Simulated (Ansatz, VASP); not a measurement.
# CdSe (Cadmoselite): VASP beside Ansatz

Aim: how closely do two programs agree when they are given the same cell, functional and k mesh?

Program: Ansatz 0.2.0. Level of theory: plane waves, with VASP 6.6.1 beside it; band structure at HSE03 and band structure at r2SCAN-EpsX with an exact-exchange share of 0.075. Results are calculated unless marked as measured.

The database entry behind the starting cell differs from later determinations by our own check (inner coordinate of an old entry), so it need not match the best structure at ambient conditions.

## (1) The starting structure

Symmetry: P6_3mc, No. 186, hexagonal system. The conventional cell has a = 4.300 Å, b = 4.300 Å, c = 7.020 Å, α = 90.00°, β = 90.00°, γ = 120.00°. Nearest to Cd lie 4 Se at 2.61 to 2.70 Å. Se has 4 Cd at 2.61 to 2.70 Å nearest. Farther neighbours and most contacts between anions are not listed.

## (2) Ansatz: band structure, HSE03

Ansatz runs on its default PAW (the set named soft_2) files.

The same path points are solved in both programs, so levels can be compared one by one.

The input, input.yaml:

```yaml
crystal:
  lattice:
    - [4.3, 0.0, 0.0]
    - [-2.15, 3.7239092363, 0.0]
    - [0.0, 0.0, 7.02]
  atoms:
    - { symbol: Cd, position: [0.3333333333, 0.6666666667, 0.0] }
    - { symbol: Cd, position: [0.6666666667, 0.3333333333, 0.5] }
    - { symbol: Se, position: [0.3333333333, 0.6666666667, 0.385] }
    - { symbol: Se, position: [0.6666666667, 0.3333333333, 0.885] }
hamiltonian:
  xc: { exchange: pbe, correlation: pbe, exx: { coeff: 0.25, omega: 0.3 } }
  pseudopotentials: { kind: paw }
kpoints:
  mp_grid: { grid: [4, 4, 2] }
  band_path:
    path:
      - [0.0, 0.0, 0.0]
      - [0.4, 0.0, 0.0]
      - [0.4, 0.2, 0.0]
      - [0.2, 0.2, 0.0]
      - [0.0, 0.0, 0.1]
      - [0.0, 0.0, 0.5]
      - [0.4, 0.0, 0.5]
      - [0.4, 0.2, 0.5]
      - [0.2, 0.2, 0.5]
      - [0.5, 0.0, 0.4]
      - [0.33333, 0.33333, 0.0]
      - [0.33333, 0.33333, 0.5]
    npoints: 1
scf:
  occupations: { method: gaussian, width: 0.02 }
  n_extra_bands: 8
output:
  forces: true
  stress: true
  eigenvalues: true
```

Run with:

```console
$ ansatz run input.yaml --threads 4 --pin off --max-ram 9216MiB --backend cpu --events-out ev --progress --plain --runs-dir out
```

Numbers of over 12 decimals in the logs are rounded to 6 here.

Log:

```text
Warning: output.stress: scf.convergence.dr2_threshold = 1e-7 eV (the SCF's general default) is looser than the 4e-10 eV advised for a printed stress (1e-10 eV for each atom of the cell: 4). What an SCF threshold leaves in a stress goes as its square root, and in the free energy as the threshold itself, and one threshold admits the most on a small cell: [figures from the program's tests cut] Set scf.convergence.dr2_threshold to 4e-10 eV or tighter. The threshold is an SCF's pass mark: one that does not reach it within its budget of iterations ends unconverged, or closes short of it on a stop that the run arms, and scf.convergence.dr2_threshold's page says what that costs each kind of run
Warning: output.stress: scf.exx.energy_threshold = 1e-6 eV is looser than the 4e-8 eV advised for a stress under a hybrid functional (1e-8 eV for each atom of the cell: 4). Every SCF of the exchange loop can meet its threshold on dr2 while the loop round them stops early: no threshold on dr2 bounds what that leaves in the stress. Set scf.exx.energy_threshold to 4e-8 eV or tighter. The threshold is the loop's pass mark: a loop that does not reach it within its budget of cycles ends unconverged, and scf.exx.energy_threshold's page has the law
scf.n_extra_bands = 8 over 36 filled bands (N_el = 72.0): the run solves 44 bands
Engine: ansatz 0.2.0, aarch64-unknown-linux-gnu
Pseudopotentials: kind: paw
Pseudopotential: Cd, paw, valence charge 20, recommended cutoff 420 eV (normal), Cd.paw.azcp
Pseudopotential: Se, paw, valence charge 16, recommended cutoff 420 eV (normal), Se.paw.azcp
Functional definition: unnamed
  parameter a_1 = 0.25
  parameter omega_1 = 0.3/angstrom
  exchange = pbe_x + (-a_1)*pbe_x_sr(omega_1) + a_1*exact_x_sr(omega_1)
  correlation = pbe_c
Crystal: 4 atoms, lattice volume = 112.410 Å³
Basis set: ecut = 420 eV, 2189 PW (Γ), exchange–correlation on 60×60×96 points (8 copies of the dense FFT grid, shifted against one another)
Bands: 44, of which v1, the nominal top of the filled ones, is band 36 counted from 1 (35 counted from 0)
Symmetry: 12 space group operations
Space group: P63mc (ITA 186), of the structure as read, at distance tolerance 4.8e-5 Å
k-points: 8 of 32
Non-local potential: Cd, projectors of the file, l = 0: 3, l = 1: 2, l = 2: 2, l = 3: 1
Non-local potential: Se, projectors of the file, l = 0: 2, l = 1: 2, l = 2: 3, l = 3: 1
PAW form: soft (Blöchl's): semilocal exchange-correlation on the pseudo side does not see the compensation charge
PAW frozen core: Cd, regenerated for the run's functional, and the local potential with it (the file was generated under x = pbe(κ = 0.804, μ = 0.219515), c = pbe(β = 0.066725))
PAW frozen core: Se, regenerated for the run's functional, and the local potential with it (the file was generated under x = pbe(κ = 0.804, μ = 0.219515), c = pbe(β = 0.066725))
PAW one-centre angular grid: Cd, 590 points (default); XC on 64 Gauss nodes
PAW one-centre angular grid: Se, 590 points (default); XC on 64 Gauss nodes
Initial density: superposition of atomic densities (neutral atoms: chi_scale 0, normalization atom), corrected by the library's trained network
Initial wavefunctions: pseudopotential atomic-orbital guess
Functional: x = pbe(κ = 0.804, μ = 0.219515), c = pbe(β = 0.066725), warm-up for x = pbe(κ = 0.804, μ = 0.219515) + 0.25 (exact − pbe) at short range (hse, ω = 0.3 Å⁻¹), c = pbe(β = 0.066725)
SCF iter   1: F=—  HF=-27449.455246 eV  |F-HF|=—  |Δ(HF+E_count)|=         —  Δρ=9.83e-4  dr2=1.11e-3  ethr=1.77e-3  ⟨swp⟩=7.9  Hψ=1463  notcnv=0
preconditioner: auto → none  [insulator: Δε(μ)=0.687 eV  Ē_g=12.130 eV  σ=0.020 eV  W_gap=1.00  n_scr=34 (ndim 8)  ℏωp=21.0 eV  f_vac=0.201  D(μ)=0.00/eV (n_scr^D=0)]
iter 2 solved again at ethr=4.61e-8 eV; its pass at ethr=1.54e-6 eV (dr2=3.32e-5 eV) is discarded
SCF iter   2: F=-27449.455256 eV  HF=-27449.455183 eV  |F-HF|=7.24e-5  |Δ(HF+E_count)|=   6.27e-5  Δρ=2.12e-4  dr2=3.33e-5  ethr=4.61e-8  ⟨swp⟩=2.0  Hψ=1808  notcnv=0
SCF 1 stopped early in 2 iterations: F = -27449.455256 eV  dr2 = 3.33e-5
  greatest PAW one-centre occupation: 1.000 electrons in one spin orbital (limit 2), on the Cd atom at site 1 (counted from 0), in its partial waves of l = 0
Initial density: handed on by an earlier stage of this run
Initial wavefunctions: those handed on with the density
Functional: x = pbe(κ = 0.804, μ = 0.219515) + 0.25 (exact − pbe) at short range (hse, ω = 0.3 Å⁻¹), c = pbe(β = 0.066725)
Exchange kernel: α = 0.2500, screened, ω = 0.3000 Å⁻¹, Wigner–Seitz truncation, v(0) = 502.3768 eV·Å³, q-mesh 4×4×2, nearest image of the exchange supercell L = 14.04 Å, pair-density grid 20×20×32, without the augmentation charges, whose exchange is taken in its separable form by FFT convolution over the k-point mesh (sized by the pseudopotential files, 25×25×48 at the most), smooth part of the exact exchange by density-matrix convolution
Frozen-core exchange: fock
SCF iter   1: F=—  HF=-27460.088393 eV  |F-HF|=—  |Δ(HF+E_count)|=         —  Δρ=6.17e-3  dr2=3.52e-2  ethr=4.62e-7  ⟨swp⟩=6.2  Hψ=1582  notcnv=0
preconditioner: auto → none  [insulator: Δε(μ)=1.449 eV  Ē_g=13.808 eV  σ=0.020 eV  W_gap=1.00  n_scr=34 (ndim 8)  ℏωp=21.0 eV  f_vac=0.200  D(μ)=0.00/eV (n_scr^D=0)]
SCF iter   2: F=—  HF=-27460.070627 eV  |F-HF|=—  |Δ(HF+E_count)|=   1.78e-2  Δρ=2.32e-3  dr2=2.97e-3  ethr=4.62e-7  ⟨swp⟩=4.0  Hψ=1237  notcnv=0
SCF iter   3: F=—  HF=-27460.083750 eV  |F-HF|=—  |Δ(HF+E_count)|=   1.31e-2  Δρ=1.48e-3  dr2=1.33e-3  ethr=4.62e-7  ⟨swp⟩=4.0  Hψ=1253  notcnv=0
SCF iter   4: F=—  HF=-27460.083559 eV  |F-HF|=—  |Δ(HF+E_count)|=   1.91e-4  Δρ=5.13e-4  dr2=1.64e-4  ethr=4.62e-7  ⟨swp⟩=3.0  Hψ=857  notcnv=0
SCF iter   5: F=—  HF=-27460.083555 eV  |F-HF|=—  |Δ(HF+E_count)|=   4.25e-6  Δρ=2.69e-5  dr2=2.26e-5  ethr=1.82e-7  ⟨swp⟩=2.0  Hψ=640  notcnv=0
SCF iter   6: F=—  HF=-27460.083753 eV  |F-HF|=—  |Δ(HF+E_count)|=   1.98e-4  Δρ=1.24e-4  dr2=1.42e-5  ethr=9.04e-10  ⟨swp⟩=4.4  Hψ=1295  notcnv=0
SCF iter   7: F=-27460.083748 eV  HF=-27460.083748 eV  |F-HF|=1.60e-7  |Δ(HF+E_count)|=   4.93e-6  Δρ=1.53e-5  dr2=4.97e-7  ethr=9.04e-10  ⟨swp⟩=4.0  Hψ=1054  notcnv=0
SCF 2 stopped early in 7 iterations: F = -27460.083748 eV  dr2 = 4.97e-7
  Residual-converged pass: ⟨swp⟩=2.1  Hψ=617  notcnv=0  max |occ|·‖R‖ = 6.4e-6 eV (tolerance 6.7e-6 eV)  dr2=4.97e-7  dr2_onsite=6.03e-8  max |Δocc| = 0.0e0
  greatest PAW one-centre occupation: 1.001 electrons in one spin orbital (limit 2), on the Cd atom at site 1 (counted from 0), in its partial waves of l = 1
hybrid outer 1: dexx = +1.523e-2 eV, tail = 1.10e-4 eV
Exchange kernel: α = 0.2500, screened, ω = 0.3000 Å⁻¹, Wigner–Seitz truncation, v(0) = 502.3768 eV·Å³, q-mesh 4×4×2, nearest image of the exchange supercell L = 14.04 Å, pair-density grid 20×20×32, without the augmentation charges, whose exchange is taken in its separable form by FFT convolution over the k-point mesh (sized by the pseudopotential files, 25×25×48 at the most), smooth part of the exact exchange by density-matrix convolution
Frozen-core exchange: fock
SCF iter   1: F=—  HF=-27460.084160 eV  |F-HF|=—  |Δ(HF+E_count)|=         —  Δρ=4.64e-5  dr2=7.27e-7  ethr=7.65e-7  ⟨swp⟩=3.8  Hψ=745  notcnv=0
preconditioner: auto → none  [insulator: Δε(μ)=1.480 eV  Ē_g=13.745 eV  σ=0.020 eV  W_gap=1.00  n_scr=34 (ndim 8)  ℏωp=21.0 eV  f_vac=0.204  D(μ)=0.00/eV (n_scr^D=0)]
SCF iter   2: F=—  HF=-27460.084160 eV  |F-HF|=—  |Δ(HF+E_count)|=   7.65e-7  Δρ=1.49e-5  dr2=1.28e-7  ethr=9.29e-10  ⟨swp⟩=4.0  Hψ=1083  notcnv=0
SCF iter   3: F=—  HF=-27460.084160 eV  |F-HF|=—  |Δ(HF+E_count)|=   3.01e-9  Δρ=4.38e-6  dr2=5.76e-8  ethr=9.78e-11  ⟨swp⟩=3.1  Hψ=878  notcnv=0
SCF iter   4: F=-27460.084161 eV  HF=-27460.084161 eV  |F-HF|=4.58e-9  |Δ(HF+E_count)|=   3.25e-7  Δρ=1.29e-6  dr2=1.16e-9  ethr=1.50e-11  ⟨swp⟩=4.2  Hψ=1200  notcnv=0
SCF 3 converged in 4 iterations: F = -27460.084161 eV  dr2 = 1.16e-9
  Residual-converged pass: ⟨swp⟩=2.4  Hψ=632  notcnv=0  max |occ|·‖R‖ = 5.9e-7 eV (tolerance 6.3e-7 eV)  dr2=1.16e-9  dr2_onsite=6.86e-9  max |Δocc| = 0.0e0
hybrid outer 2: dexx = +6.297e-7 eV, tail = 6.17e-8 eV, Δε = 2.41e-3 eV (about 9.00e-5 eV left of the loop's levels), ΔF = 1.92e-3 eV/Å (tail 8.77e-4)
NSCF: frozen V_eff on 12 k-points
hybrid SCF converged: 2 outer / 11 inner (+2 warm-up), last move |dexx| = 6.30e-7 eV, tail = 6.17e-8 eV
Stability not checked: this state was not tested for a lower state beside it, because the functional holds exact exchange (a hybrid, or Hartree-Fock), whose exchange loop this test does not read (fock_operator; see scf.lower_state_search)
Free energy (F): -27460.084161 eV
Frozen-core exchange: fock
Harris-Foulkes:  -27460.084161 eV  (|F-HF|=4.58e-9)
Internal energy: -27460.084161 eV  (E = F + TS)
E sigma→0 (E₀):  -27460.084161 eV
Fermi energy:    7.748741 eV
--- Per-component energies (eV) ---
  E_band       = -1975.859569
  E_kinetic    = 1248.920229
  E_local      = -12785.734893  (includes V_loc(G=0)·N_el)
  E_nonlocal   = -1124.579444
  E_hartree    = 6088.159827
  E_xc         = -456.671147
  E_vxc        = -514.895412  (∫ρ·V_xc dr)
  E_exx        = -300.545914  (= α·E_x^exact, valence–valence)
  E_paw        = -11803.286272  (= ΣΔE_a)
  E_vpaw       = -374.801686  (= ΣTr[D̂ρ^β])
  E_aug_tail   = -0.001155  (compensation charges beyond the density's cutoff)
  E_ewald      = -8323.002769
  E_core_change = -3.342623  (= ΣΔE_core)
  E_smearing   = -0.000000  (= −TS)
  E_closure    = -0.000000  (closes the sum)
  Σ components = -27460.084161   (vs F -27460.084161, Δ=0.00e0)
--- Forces (eV/Å), atoms counted from 1 ---
  atom   1  Cd    -0.00000000    -0.00000000     0.29250498
  atom   2  Cd     0.00000000     0.00000000     0.29250498
  atom   3  Se     0.00000000    -0.00000000    -0.29254154
  atom   4  Se     0.00000000     0.00000000    -0.29254154
  max |Σ_I F_I| component: 7.31e-5 eV/Å
--- Stress (GPa, compression-positive) ---
        2.790203      -0.000000       0.000000
        0.000000       2.790203      -0.000000
        0.000000      -0.000000       0.512490
  P = ⅓ Tr σ = 2.0310 GPa (20.310 kbar)
--- Band table (eV; the first three rows and the last of 8) ---
  k-point 0: bands = [... 32 lower, 6.2468, 7.0077, 7.0077, 7.0087, 8.4888, 9.9191, 13.7081, 13.7081, ... 4 higher]
  k-point 1: bands = [... 32 lower, 6.6122, 6.6122, 6.6122, 6.6122, 10.1387, 10.1387, 13.6391, 13.6391, ... 4 higher]
  k-point 2: bands = [... 32 lower, 4.7948, 5.5907, 6.5491, 6.5577, 10.4033, 11.2471, 13.0015, 13.7122, ... 4 higher]
  k-point 7: bands = [... 32 lower, 4.8137, 4.8137, 5.8141, 5.8141, 11.5678, 11.5678, 13.3615, 13.3615, ... 4 higher]
```

Elapsed: 44 s, on 4 threads of Arm Neoverse V2, shared host; peak memory 1.1 GiB; 2.6 min of CPU time.

Reading the cycles: dr2 is the Hartree energy of the density residual (eV), the measure of convergence; HF is the Harris–Foulkes estimate of the energy, which meets the free energy F at convergence.

[end of part 1 of 3]

[Lines on the potential files, build, host, timing and source positions are cut from VASP's logs without a mark.]

[Logs are printed without paths, hosts, clocks, repeated set-up lines and the standing remarks that a program may print on its own settings, such as how far it seeks lower states.]

[Hosts, paths, dates, database ids (printed as entryN), source tags and the programs' standing remarks are cut or masked in the printed files.]
